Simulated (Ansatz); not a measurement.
## Prototype screening

Method: Ansatz, DFT PBEsol, scalar-relativistic, plane waves, PAW. All cells share a 420 eV cutoff and Γ-centred k meshes spaced at most 0.3 Å⁻¹ (0.19 for metals, 2π included).

Each formula was placed on the sites of the named type and relaxed at zero pressure without lowering the symmetry. No run is spin-polarised. The smearing is 0.1 eV for metals and 0.01 to 0.02 eV otherwise. Energies over the elements count from the elements' standard structures at the same level, with no empirical corrections.

The k mesh leaves about 4 meV/atom of noise in metals. Spin–orbit coupling is left out.

```tsv
formula	started on type	final group	a or a / b (Å)	c (Å)	V (Å³/atom)	E over elements (eV/atom)	gap on mesh (eV)
Li	alpha-gallium	Fmmm	3.06 / 5.02	10.56	20.3	0.04	0.00
V	dhcp	P6_3/mmc	2.59	9.15	13.3	?	0.00
V	simple hexagonal	P6/mmm	2.57	2.38	13.6	0.50	0.00
V	simple cubic	Pm-3m	2.41	2.41	14.0	0.88	0.00
V	black phosphorus	Fmmm	2.83 / 4.30	8.79	13.4	0.27	0.00
Li	alpha-boron	R-3m	5.81	29.49	24.0	?	0.00
V	indium (bct)	I4/mmm	2.43	4.43	13.1	0.10	0.00
Hg	alpha-boron	R-3m	7.35	22.25	28.9	0.07	0.00
Li	simple hexagonal	P6/mmm	2.94	2.71	20.3	0.07	0.00
```

(1) E over elements (eV/atom) of V on the dhcp type?

(2) E over elements (eV/atom) of Li on the alpha-boron type?

Answers

(1) 0.26

(2) 0.21